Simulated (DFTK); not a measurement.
# HgSe under changes of volume

One of the cells (28.067 Å³/atom); the others are scaled copies at fixed shape and fractional positions:

```
CELL_PARAMETERS angstrom
0.00000 3.03900 3.03900
3.03900 0.00000 3.03900
3.03900 3.03900 0.00000
ATOMIC_POSITIONS crystal
Hg 0.00000 0.00000 0.00000
Se 0.75000 0.75000 0.75000
```

```yaml
Program: DFTK 0.8.2
Functional: PBEsol
Potentials_or_basis: dojo.nc.sr.pbesol.v0_4_1.standard.upf (PBEsol)
Cutoff: 1170 eV
k_mesh: 8 × 8 × 8
Occupations: fermi-dirac, width 0.05 eV
Spin: no spin polarisation
```

| volume (Å³/atom) | energy over the lowest point (meV/atom) | pressure (GPa) |
| --- | --- | --- |
| 26.383 | ? | ? |
| 26.944 | 22.01 | 4.1 |
| 27.505 | 10.20 | 2.7 |
| 28.067 | 3.04 | 1.4 |
| 28.628 | 0.00 | 0.3 |
| 29.189 | 0.64 | -0.7 |
| 29.751 | 4.53 | -1.5 |

Question: What does the run at 26.383 Å³/atom give?

Answer: Energy over the lowest point 39.05 meV/atom; pressure 5.7 GPa.

Worked out: A Birch-Murnaghan fit of order 3 (a polynomial in V^(-2/3)) to the other rows has its minimum at 28.80 Å³/atom with B0 = V·E''(V) = 52 GPa and B' = 5.1. It gives 39.05 meV/atom at 26.383 Å³/atom, against the run's 39.05, and -dE/dV = 5.7 GPa, against 5.7.

Energies are extrapolated to zero smearing.
